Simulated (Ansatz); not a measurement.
**Levels at Γ against strain in GaN**

```xyz
2
Lattice="0.0000 1.9925 1.9925 1.9925 0.0000 1.9925 1.9925 1.9925 0.0000" Properties=species:S:1:pos:R:3 pbc="T T T"
Ga    1.9925    1.9925    1.9925
N     0.0000    0.0000    0.0000
```

Atom numbers follow the list: Ga1, N2.

The cell comes from COD entry 1536825, which wasn't checked; take it as a given geometry.

These are results of DFT, PBEsol, all-electron LAPW, scalar-relativistic (Ansatz 0.2.0), not measurements.

Settings: a Γ-centred 13×13×13 k mesh, Fermi–Dirac smearing of 0.02 eV, basis error target 1 meV/atom, no spin polarisation.

The cell is scaled evenly. Fractional coordinates are held (clamped ions).

The valence-band top of this crystal doesn't lie at Γ but 0.77 eV above the top filled level there.

Only quantities that a quadratic follows smoothly over the whole series are listed; rougher ones are left out.

```
ln(V/Vcell)  direct gap at Γ (eV)  smallest gap on mesh and path (eV)
    -0.0619                 6.177                               2.185
    -0.0408                 5.839                               2.026
    -0.0202                 5.514                               1.872
     0.0000                 5.203                               1.711
     0.0100                 5.052                               1.653
     0.0198                 4.904                               1.582
     0.0392                 4.618                               1.445
     0.0583                 4.342                               1.312
```

Q: Fit the series and give the slopes at zero strain.

A: Least-squares fits y = p0 + p1 x + p2 x² to the rows give direct gap at Γ (eV): p1 = -15.2, p2 = 8; smallest gap on mesh and path (eV): p1 = -7.25, p2 = 4.2. So dEg/dln V = -15.2 eV for the direct gap at Γ, which isn't the fundamental gap here: that one has dEg/dln V = -7.2 eV. Semilocal gaps are too small, but their slopes carry over better.

Q: One run, at ln(V/Vcell) = -0.0101, is withheld. Predict its row.

A: The fits give 5.358, 1.795; the run gave 5.357, 1.798.
